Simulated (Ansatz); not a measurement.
**BAs: a single-point run**

Aim: a sound single-point run of BAs. The structure is shown as the input types it.

Method: density functional or hybrid calculation with the settings of its input, plane waves (as first typed), in Ansatz 0.2.0.

3 further runs of the same task are left out: 1 for a known fault of the program, 2 that didn't finish.

### Step 1. Starting point

The structure is cubic, space group F-43m (No. 216). Conventional cell: a = 4.784 Å, b = 4.784 Å, c = 4.784 Å, α = 90.00°, β = 90.00°, γ = 90.00°. B (site symmetry -43m) has 4 As at 2.07 Å as nearest neighbours. As (site symmetry -43m) has 4 B at 2.07 Å as nearest neighbours.

Coordinates:

```
CELL_PARAMETERS angstrom
0.00000 2.39187 2.39187
2.39187 0.00000 2.39187
2.39187 2.39187 0.00000
ATOMIC_POSITIONS crystal
B 0.00000 0.00000 0.00000
As 0.25000 0.25000 0.25000
```

### Step 2. The run

input.yaml

```yaml
crystal:
  lattice:
    - [0.0, 2.3918698977, 2.3918698977]
    - [2.3918698977, 0.0, 2.3918698977]
    - [2.3918698977, 2.3918698977, 0.0]
  atoms:
    - { symbol: B, position: [0.0, 0.0, 0.0] }
    - { symbol: As, position: [0.25, 0.25, 0.25] }
kpoints:
  mp_grid: { grid: [4, 4, 4] }
hamiltonian:
  xc: hse06
scf:
  occupations: { method: gaussian, width: 1.5 }
  n_extra_bands: 4
output:
  forces: true
  stress: true
  eigenvalues: true
```

Command:

```sh
$ ansatz run input.yaml --threads 4 --pin off --max-ram 3686MiB --backend cpu --events-out ev --progress --plain --runs-dir out
```

**Question.** How will this run end, and is anything wrong with its input?

The program finished normally, with warnings (stress exchange threshold loose, stress scf threshold loose). Its log warns: «output.stress: scf.convergence.dr2_threshold = 1e-7 eV (the SCF's general default) is looser than the 2e-10 eV advised for a printed stress (1e-10 eV for each atom of the ...»

The suspect setting: scf.occupations.method is gaussian; scf.occupations.width is 1.5. Occupations are smeared over electronvolts, wider than many features of the bands.

The test: delete scf.occupations.width (the default then holds) and set scf.occupations.method to fixed.
